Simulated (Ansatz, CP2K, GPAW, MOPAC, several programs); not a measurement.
**What each method gives for BaTiO3 (Amm2)**

BaTiO3 (started from an entry of an open crystallographic database), relaxed with r2SCAN in Ansatz, was computed with several methods. Space group Amm2 (No. 38), orthorhombic; a = 3.963 Å, b = 5.715 Å, c = 5.748 Å in the conventional setting, 13.02 Å³ an atom. Ba is surrounded by 12 O at 2.77–2.98 Å; Ti is surrounded by 6 O at 1.85–2.21 Å; O is surrounded by 2 Ti at 1.99 Å and 4 Ba at 2.77–2.98 Å; O is surrounded by 2 Ti at 1.85–2.21 Å and 4 Ba at 2.79–2.88 Å. (Simulation; spin polarisation is off.)

```
CELL_PARAMETERS angstrom
3.96341 0.00000 0.00000
0.00000 2.85775 2.87421
0.00000 -2.85775 2.87421
ATOMIC_POSITIONS crystal
Ba 0.00000 0.00841 0.00841
Ti 0.50000 0.52396 0.52396
O 0.00000 0.49039 0.49039
O 0.50000 0.49397 0.98015
O 0.50000 0.98015 0.49397
```

Gaps and times are for a single point on this cell; volume and bulk modulus come from each method's own relaxation or energy curve at fixed shape, which is too stiff where a cell has free coordinates or axes. Times are rough, from shared hosts (AMD EPYC 7R13 Processor), and each method has its own mesh and cell size. A double dagger marks a value from a curve with shape and coordinates held. PM6 (MOPAC), PM7 (MOPAC) treat a cluster of cells at its zone centre, which samples few k points: where these miss a band edge, the gap comes out too large for that reason alone. Gaps from k meshes are read at a limited set of points (mesh, symmetry points, PBE's band edges), so each method's own least gap may be somewhat smaller. xTB and the PM methods were fitted mostly to molecules, and can miss a solid's gap by electronvolts. Minimal bases can be far off for gaps. GLLB-SC's gap includes the derivative discontinuity. d marks a direct gap, i an indirect one (no mark: not told apart), a dash a value that wasn't computed or didn't pass its checks.

```csv
method,kind,gap (eV),own volume (Å³/atom),bulk modulus (GPa),atoms computed,processor time
light PBE (260 eV and a coarse mesh),light plane-wave,2.17 i,–,–,5,1.1 s
PBE,semilocal,2.29 i,13.39,154‡,5,7.8 s
PM7 (MOPAC),semi-empirical,2.78,–,–,120,18 s
r2SCAN,semilocal,2.66 i,13.02,173‡,5,19 s
GLLB-SC (GPAW),model potential,4.26,–,–,5,21 s
PBE/SZV (CP2K),small basis,1.86 i,14.17‡,146‡,5,26 s
PBE/DZVP (CP2K),small basis,2.20 i,13.43‡,157‡,5,72 s
PM6 (MOPAC),semi-empirical,3.12,–,–,120,4.3 min
```

Against r2SCAN (2.66 eV) and with closed or daggered gaps left aside, the nearest gap at the points sampled is that of PM7 (MOPAC) (+0.12 eV) and the farthest that of GLLB-SC (GPAW) (+1.60 eV). r2SCAN is only a yardstick of convenience: semilocal gaps usually lie below measured ones, which GLLB-SC and hybrids aim to mend.

Volumes against r2SCAN's: PBE +2.8 %.

Runs without a result: GFN1-xTB (tblite) (single point), GFN2-xTB (tblite) (single point).

Spin-orbit coupling is left out.
